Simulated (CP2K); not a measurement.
# ZnS under changes of volume

One of the cells (19.727 Å³/atom); the others are scaled copies at fixed shape and fractional positions:

```xyz
2
Lattice="3.8212 0.0000 0.0000 1.9106 3.3093 0.0000 1.9106 1.1031 3.1200" Properties=species:S:1:pos:R:3 pbc="T T T"
Zn    5.7318    3.3093    2.3400
S     0.0000    0.0000    0.0000
```

```yaml
Program: CP2K 2026.2
Functional: PBEsol
Potentials_or_basis: POTENTIAL_UZH Zn GTH-PBE-q12, S GTH-PBE-q6; DZVP-MOLOPT-PBE-GTH basis
Density_cutoff: 6123 eV
k_mesh: 9 × 9 × 9
Occupations: fermi-dirac, width 0.0259 eV
Spin: no spin polarisation
```

| volume (Å³/atom) | energy over the lowest point (meV/atom) | pressure (GPa) | gap on the mesh (eV) |
| --- | --- | --- | --- |
| 18.543 | 12.15 | 3.9 | 2.15 |
| 18.938 | 2.95 | 2.1 | 2.06 |
| 19.332 | 0.00 | 0.3 | 1.97 |
| 19.727 | 1.09 | -1.2 | 1.89 |
| 20.121 | 5.79 | -2.6 | 1.81 |
| 20.516 | 13.73 | -3.8 | 1.73 |
| 20.910 | ? | ? | ? |

Task: What does the run at 20.910 Å³/atom give?

Result: Energy over the lowest point 24.56 meV/atom; pressure -4.9 GPa; gap on the mesh 1.65 eV.

Worked out: A Birch-Murnaghan fit of order 3 (a polynomial in V^(-2/3)) to the other rows has its minimum at 19.41 Å³/atom with B0 = V·E''(V) = 87 GPa (rough, since the energies scatter). It gives 23.60 meV/atom at 20.910 Å³/atom, against the run's 24.56, and -dE/dV = -4.4 GPa, against -4.9. A straight line through the other rows of the gap, of slope -4.14 eV per unit of ln V (its deformation potential), extrapolates to 1.65 eV, against the run's 1.65.

Energies are extrapolated to zero smearing.

Caveats: the potentials were made for another functional, which shifts forces and pressure; the basis of atomic orbitals isn't converged, which shifts pressures, moduli and gaps.
